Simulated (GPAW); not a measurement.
Wanted: an ASE script for a GPAW 26.7.0 run.

```
Task                : single point
Functional          : LDA
Potentials or basis : the program's PAW data sets (release 1.2.1) made for this functional
Cutoff              : 450 eV
Basis               : pw
k mesh              : 7 × 7 × 4
Occupations         : fermi-dirac, width 0.05 eV
Spin                : no spin polarisation
Maxiter             : 120
Convergence         : default
```

The system is TiTe.

```xyz
4
Lattice="3.8420 0.0000 0.0000 -1.9210 3.3273 0.0000 0.0000 0.0000 6.4030" Properties=species:S:1:pos:R:3 pbc="T T T"
Te    1.9210    1.1091    4.8022
Te    0.0000    2.2182    1.6007
Ti    0.0000    0.0000    3.2015
Ti    0.0000    0.0000    0.0000
```

These files were run (other wordings do the same):

run.py

```python
from ase import Atoms
from ase.dft.bandgap import bandgap
from ase.io import write
from ase.units import GPa
from gpaw import GPAW, PW

atoms = Atoms(['Te', 'Te', 'Ti', 'Ti'],
              cell=[[3.842, 0.0, 0.0],
                    [-1.921, 3.3272696013, 0.0],
                    [0.0, 0.0, 6.403]],
              scaled_positions=[[0.6666666667, 0.3333333333, 0.75],
                                [0.3333333333, 0.6666666667, 0.25],
                                [0.0, 0.0, 0.5],
                                [0.0, 0.0, 0.0]],
              pbc=True)

calc = GPAW(mode=PW(450),
            xc='LDA',
            kpts={'size': (7, 7, 4), 'gamma': True},
            occupations={'name': 'fermi-dirac', 'width': 0.05},
            nbands=34,
            maxiter=120,
            txt='gpaw.txt')
atoms.calc = calc
energy = atoms.get_potential_energy()
forces = atoms.get_forces()
stress = atoms.get_stress()
calc.write('gs.gpw')
write('result.traj', atoms)
print(f'Energy: {energy:.6f} eV')
print('Forces (eV/A):')
print(forces.round(4))
print('Stress (GPa):', (stress / GPa).round(3))
print('Fermi level:', round(calc.get_fermi_level(), 4), 'eV')
print(f'Gap: {bandgap(calc)[0]:.4f} eV, direct: {bandgap(calc, direct=True)[0]:.4f} eV')
```

Potentials or basis: the program's PAW data sets (release 1.2.1) made for this functional, pw.

Launch:

```sh
$ OMP_NUM_THREADS=1 python run.py
```

Results of the run:

| Item | Value |
| --- | --- |
| Pressure | 0.0 GPa |
| Band gap on the k mesh | none (metal or under the smearing width) |

Caveat: the cutoff is short for stress and forces, so pressures can be off by a GPa or more.

Wall time 25 s on 1 thread of Arm Neoverse V2 (shared host), peak memory 0.18 GiB.
